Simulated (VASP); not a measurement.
A run of VASP 6.6.1 is set up as follows.

File INCAR:

```
SYSTEM = LiF
PREC     = Accurate       ! precision mode
ENCUT    = 600            ! plane-wave cutoff, eV
EDIFF    = 1E-7           ! SCF threshold, eV
ISMEAR   = 0              ! smearing method
SIGMA    = 0.02           ! smearing width, eV
LREAL    = .False.        ! projectors in reciprocal space
LASPH    = .True.         ! aspherical terms in the spheres
NELM     = 100            ! most SCF steps
ALGO     = Normal         ! electronic algorithm
ISIF     = 3              ! what is computed and relaxed
LWAVE    = .False.        ! write WAVECAR
LCHARG   = .False.        ! write CHGCAR
GGA      = PE             ! functional
IBRION   = 2              ! ionic algorithm
NSW      = 100            ! ionic steps
EDIFFG   = -0.01          ! ionic threshold
```

KPOINTS

```
regular mesh
0
Gamma
  9 9 10
  0 0 0
```

POSCAR

```
LiF
1.0
    2.7997634774      0.0000000000      0.0000000000
   -1.3998817387      2.4246662960      0.0000000000
    0.0000000000      0.0000000000      2.5691718227
Li F
1 1
Direct
    0.3333333333      0.6666666667      0.5000000000
    0.6666666667      0.3333333333      0.0000000000
```

Potentials or basis: VASP PAW PBE potentials, release 64 (Li_sv, F).

Run with:

```sh
$ cat potpaw_PBE.64/Li_sv/POTCAR potpaw_PBE.64/F/POTCAR > POTCAR
$ mpirun -np 1 vasp_std > vasp.out
```

Problem. Predict the relaxed cell.

Solution. a = 2.795 Å, b = 2.795 Å, c = 2.562 Å, α = 90.00°, β = 90.00°, γ = 120.00°.

Problem. Estimate the relaxed volume.

Solution. 8.66 Å³/atom.

Problem. What does it give for the band gap on the k mesh?

Solution. 7.82 eV, indirect (least direct gap 8.26 eV).

Problem. Predict the space group after relaxing (to 0.05 Å).

Solution. P-6m2 (No. 187).

Stress tensor (GPa, compression positive):
```
-0.05  0.00  0.00
 0.00 -0.05  0.00
 0.00  0.00  0.11
```

Caveat: the cutoff is under 1.25 times the usual one of these potentials, so pressure, stress and relaxed cells hold a basis-set (Pulay) error; an odd mesh through Γ misses points on the zone boundary, where band edges often lie. A hybrid or GW would open this gap; PBE tends to underestimate it.
